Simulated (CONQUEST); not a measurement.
CdTe under changes of volume

One of the cells (32.922 Å³/atom); the others are scaled copies at fixed shape and fractional positions:

```
CELL_PARAMETERS angstrom
4.53255 0.00000 0.00000
0.00000 4.53255 0.00000
0.00000 0.00000 6.41000
ATOMIC_POSITIONS crystal
Te 0.00000 0.50000 0.25000
Te 0.50000 0.00000 0.75000
Cd 0.00000 0.00000 0.00000
Cd 0.50000 0.50000 0.50000
```

| Quantity | Value |
| --- | --- |
| Program | CONQUEST 1.3 |
| Functional | LDA |
| Potentials or basis | PseudoDojo NC LDA, DZP, grid of 48 × 48 × 60 points |
| k mesh | 6 × 6 × 4 |
| Occupations | fermi-dirac, width 0.05 eV |
| Spin | no spin polarisation |

| volume (Å³/atom) | energy over the lowest point (meV/atom) | pressure (GPa) | gap on the mesh (eV) |
| --- | --- | --- | --- |
| 30.947 | ? | ? | ? |
| 31.605 | 15.06 | 2.8 | 0.97 |
| 32.263 | 5.89 | 1.7 | 0.89 |
| 32.922 | 1.00 | 0.7 | 0.82 |
| 33.580 | 0.00 | -0.2 | 0.75 |
| 34.239 | 2.87 | -1.1 | 0.68 |
| 34.897 | 8.82 | -1.8 | 0.62 |

**Question.** What does the run at 30.947 Å³/atom give?

**Answer.** Energy over the lowest point 29.58 meV/atom; pressure 4.2 GPa; gap on the mesh 1.04 eV.

Worked out: A Birch-Murnaghan fit of order 3 (a polynomial in V^(-2/3)) to the other rows has its minimum at 33.41 Å³/atom with B0 = V·E''(V) = 46 GPa and B' = 3.4. It gives 28.99 meV/atom at 30.947 Å³/atom, against the run's 29.58, and -dE/dV = 4.0 GPa, against 4.2. A straight line through the other rows of the gap, of slope -3.53 eV per unit of ln V, extrapolates to 1.04 eV, against the run's 1.04.

Energies are extrapolated to zero smearing.

Caveats: spin-orbit coupling is left out, which moves the levels of the heavy elements; the basis of atomic orbitals isn't converged, which shifts pressures, moduli and gaps.

A mesh can miss the band edges.
